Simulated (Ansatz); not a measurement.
## AlN: band structure with BPBE

The system is AlN.

```
Al N
1.0
     0.00000    2.18399    2.18399
     2.18399    0.00000    2.18399
     2.18399    2.18399    0.00000
Al N
1 1
Direct
  0.00000 0.00000 0.00000
  0.25000 0.25000 0.25000
```

Measurements of this composition are mostly on another form, of space group No. 186.

| Item | Value |
| --- | --- |
| Program | Ansatz 0.2.0 |
| Task | band structure |
| Functional | BPBE |
| Potentials or basis | Ansatz PAW |
| Cutoff | 420 eV (not typed: the program's choice for these potentials) |
| k mesh | 10 × 10 × 10 |
| Occupations | fermi-dirac, width 0.05 eV |
| Spin | no spin polarisation |
| Path | [["G", "X", "W", "K", "G", "L", "U", "W", "L", "K"], ["U", "X"]] |
| Points for each segment of the path | 14 |

```
Pressure                : 5.0 GPa
Band gap on the k mesh  : 3.35 eV, indirect (least direct gap 4.20 eV)
Band gap along the path : 3.35 eV, indirect (least direct gap 4.20 eV)
```

Levels at the corners of the path, in eV from the valence-band top:
```
point  band 1  band 2  band 3  band 4  band 5  band 6  band 7  band 8
    Γ  -14.96    0.00    0.00    0.00    4.20   12.60   12.60   12.60
    X  -12.29   -4.88   -1.77   -1.77    3.35    8.65   13.97   15.73
    W  -12.24   -3.76   -3.43   -2.68    6.06   11.42   11.99   12.21
    K  -12.31   -4.24   -3.62   -1.36    5.19   10.12   13.09   14.18
    Γ  -14.96    0.00    0.00    0.00    4.20   12.60   12.60   12.60
    L  -12.93   -5.83   -0.48   -0.48    7.40    9.88   11.16   11.16
    U  -12.31   -4.24   -3.62   -1.36    5.19   10.12   13.09   14.18
    W  -12.24   -3.76   -3.43   -2.68    6.06   11.42   11.99   12.21
    L  -12.93   -5.83   -0.48   -0.48    7.40    9.88   11.16   11.16
    K  -12.31   -4.24   -3.62   -1.36    5.19   10.12   13.09   14.18
    U  -12.31   -4.24   -3.62   -1.36    5.19   10.12   13.09   14.18
    X  -12.29   -4.88   -1.77   -1.77    3.35    8.65   13.97   15.73
```

Wall time 4.1 s on 2 threads of Intel(R) Xeon(R) Processor @ 2.50GHz (Skylake/Cascade Lake), on a shared host, peak memory 0.3 GiB.

Caveat: the pressure holds a Pulay correction of +0.5 GPa for the finite cutoff; the PAW data sets come from PBE, with cores solved anew for the run's functional, which leaves a small shift of forces and pressure.
